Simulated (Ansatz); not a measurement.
# Al under changes of volume

One of the cells (16.603 Å³/atom); the others are scaled copies at fixed shape and fractional positions:

```
Al
1.0
     0.00000    2.02481    2.02481
     2.02481    0.00000    2.02481
     2.02481    2.02481    0.00000
Al
1
Direct
  0.00000 0.00000 0.00000
```

- Program: Ansatz 0.2.0
- Functional: PBE
- Dispersion: D4
- Potentials or basis: Ansatz PAW
- Cutoff: 420 eV (not typed: the program's choice for these potentials)
- k mesh: 11 × 11 × 11
- Occupations: fermi-dirac, width 0.05 eV
- Spin: no spin polarisation

| volume (Å³/atom) | energy over the lowest point (meV/atom) | pressure (GPa) |
| --- | --- | --- |
| 15.607 | 1.05 | 1.5 |
| 15.939 | 0.00 | -0.4 |
| 16.271 | 2.63 | -2.1 |
| 16.603 | 8.56 | -3.6 |
| 16.935 | 17.46 | -4.9 |
| 17.267 | 28.98 | -6.1 |
| 17.599 | ? | ? |

Question: What does the run at 17.599 Å³/atom give?

Answer: Energy over the lowest point 42.84 meV/atom; pressure -7.2 GPa.

Worked out: A Birch-Murnaghan fit of order 3 (a polynomial in V^(-2/3)) to the other rows has its minimum at 15.86 Å³/atom with B0 = V·E''(V) = 87 GPa and B' = 4.3. It gives 42.87 meV/atom at 17.599 Å³/atom, against the run's 42.84, and -dE/dV = -7.2 GPa, against -7.2.

Energies are extrapolated to zero smearing.

Caveats: pairwise dispersion overbinds metals, which lowers pressure and volume.
